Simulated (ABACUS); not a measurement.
Wanted: the native input for an ABACUS 3.10.1 run.

| Item | Value |
| --- | --- |
| Task | single point |
| Functional | PBE |
| Potentials or basis | PseudoDojo NC SR 0.4.1 PBE standard |
| Cutoff | 1361 eV |
| Density cutoff | 5442 eV |
| Basis | TZDP LCAO (the cutoffs set its grid) |
| k mesh | 13 × 13 × 13 |
| Occupations | fermi-dirac, width 0.05 eV |
| Spin | no spin polarisation |
| Orbital files | Ga Ga_confined-atom_8au_3s3p3d1f.orb |
| Radial cutoff of the potentials (pseudo_rcut) | 10 bohr |
| SCF threshold on the density | 1e-07 |
| Max SCF steps | 100 |
| Eigensolver | genelpa |
| Mixing | broyden |
| Mixing share | 0.7 |
| Symmetry key | 1 |
| Bands | 11 |

The system is Ga.

```
Ga
1.0
    -1.38440    1.38440    2.31122
     1.38440   -1.38440    2.31122
     1.38440    1.38440   -2.31122
Ga
1
Cartesian
  0.0000 0.0000 0.0000
```

This isn't the form of Ga at room conditions, which is orthorhombic.

The input as run:

INPUT

```
INPUT_PARAMETERS
suffix              Ga
calculation         scf
basis_type          lcao
pseudo_dir          ./
orbital_dir         ./
symmetry            1
dft_functional      pbe
ecutwfc             100
pseudo_rcut         10
nspin               1
nbands              11
ks_solver           genelpa
smearing_method     fd
smearing_sigma      0.00367493
scf_thr             1e-07
scf_nmax            100
mixing_type         broyden
mixing_beta         0.7
cal_force           1
cal_stress          1
out_mul             1
```

STRU

```
ATOMIC_SPECIES
Ga 69.7230 Ga.upf

NUMERICAL_ORBITAL
Ga_confined-atom_8au_3s3p3d1f.orb

LATTICE_CONSTANT
1.8897261246

LATTICE_VECTORS
-1.3843987196 1.3843987196 2.3112238365
1.3843987196 -1.3843987196 2.3112238365
1.3843987196 1.3843987196 -2.3112238365

ATOMIC_POSITIONS
Direct

Ga
0.0
1
0.0000000000 0.0000000000 0.0000000000 1 1 1
```

KPT

```
K_POINTS
0
Gamma
13 13 13 0 0 0
```

Potentials or basis: PseudoDojo NC SR 0.4.1 PBE standard, TZDP LCAO (the cutoffs set its grid).

The run is started by

```sh
$ OMP_NUM_THREADS=1 mpirun -np 4 abacus > log
```

Results of the run:

The pressure is 3.8 GPa and the band gap on the k mesh is none (metal or under the smearing width).

Caveat: the atomic orbitals were generated for these runs and aren't a published set; the basis of atomic orbitals isn't converged, which shifts pressures, moduli and gaps.

It took 12 s on 4 MPI ranks on AMD EPYC 7B13 (Zen 3) (shared host), peak memory 0.48 GiB a rank.
